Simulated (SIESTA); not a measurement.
The system is Tl.

```
Tl
1.0
     3.45600    0.00000    0.00000
    -1.72800    2.99298    0.00000
     0.00000    0.00000    5.52500
Tl
2
Direct
  0.66667 0.33333 0.75000
  0.33333 0.66667 0.25000
```

* Program: SIESTA 5.4.2
* Task: single point
* Functional: PBE
* Potentials or basis: PseudoDojo 0.4 standard (PBE files)
* Basis: DZP (energy shift 0.003 Ry; two zetas on semicore shells)
* Grid cutoff: 500 Ry
* Energy shift: 0.003 Ry
* k mesh: 9 × 9 × 5
* Occupations: fermi-dirac, width 0.05 eV
* Spin: no spin polarisation

On this cell: pressure 3.2 GPa; largest force under 0.003 eV/Å; band gap on the k mesh none (metal or under the smearing width).

The same run follows on a disturbed copy (atoms moved at random, drawn with an rms of 0.05 Å):

```xyz
2
Lattice="3.4560 0.0000 0.0000 -1.7280 2.9930 0.0000 0.0000 0.0000 5.5250" Properties=species:S:1:pos:R:3 pbc="T T T"
Tl    1.7545    0.9567    4.0954
Tl   -0.0081    1.9836    1.3419
```

Task: What changes?

Result: The energy (extrapolated to zero smearing) moves by +0.2 meV/atom; pressure 3.3 GPa; largest force 0.035 eV/Å; band gap on the k mesh none (metal or under the smearing width).

Forces in eV/Å, atoms in the order of the input:
```
Tl  -0.010  0.010  0.032
Tl   0.010 -0.010 -0.032
```

Stress tensor (GPa, compression positive):
```
2.55 0.18 0.00
0.18 2.84 0.00
0.00 0.00 4.38
```

Caveats: the basis of atomic orbitals isn't converged, which shifts pressures, moduli and gaps.
